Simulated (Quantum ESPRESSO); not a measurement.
## Nb4C3 under changes of volume

One of the cells (12.766 Å³/atom); the others are scaled copies at fixed shape and fractional positions:

```
Nb C
1.0
     4.47077    0.00000    0.00000
     0.00000    4.47077    0.00000
     0.00000    0.00000    4.47077
Nb C
4 3
Direct
  0.50000 0.50000 0.50000
  0.50000 0.00000 0.00000
  0.00000 0.00000 0.50000
  0.00000 0.50000 0.00000
  0.00000 0.50000 0.50000
  0.50000 0.50000 0.00000
  0.50000 0.00000 0.50000
```

The cell comes from a database or a generator and needn't be the stable form of this composition.

- Program: Quantum ESPRESSO 7.5
- Functional: LDA
- Potentials or basis: GBRV 1.5 LDA
- Cutoff: 612 eV
- Density cutoff: 4898 eV
- k mesh: 6 × 6 × 6
- Occupations: fermi-dirac, width 0.05 eV
- Spin: no spin polarisation

```tsv
volume (Å³/atom)	energy over the lowest point (meV/atom)	pressure (GPa)
12.000	0.00	2.0
12.255	1.20	-4.2
12.510	?	?
12.766	30.89	-14.7
13.021	57.41	-19.2
13.276	90.62	-23.1
13.532	129.89	-26.7
```

Task: What does the run at 12.510 Å³/atom give?

Result: Energy over the lowest point 11.84 meV/atom; pressure -9.7 GPa.

Worked out: A Birch-Murnaghan fit of order 3 (a polynomial in V^(-2/3)) to the other rows has its minimum at 12.10 Å³/atom with B0 = V·E''(V) = 301 GPa and B' = 4.5. It gives 11.80 meV/atom at 12.510 Å³/atom, against the run's 11.84, and -dE/dV = -9.4 GPa, against -9.7.

Energies are extrapolated to zero smearing.
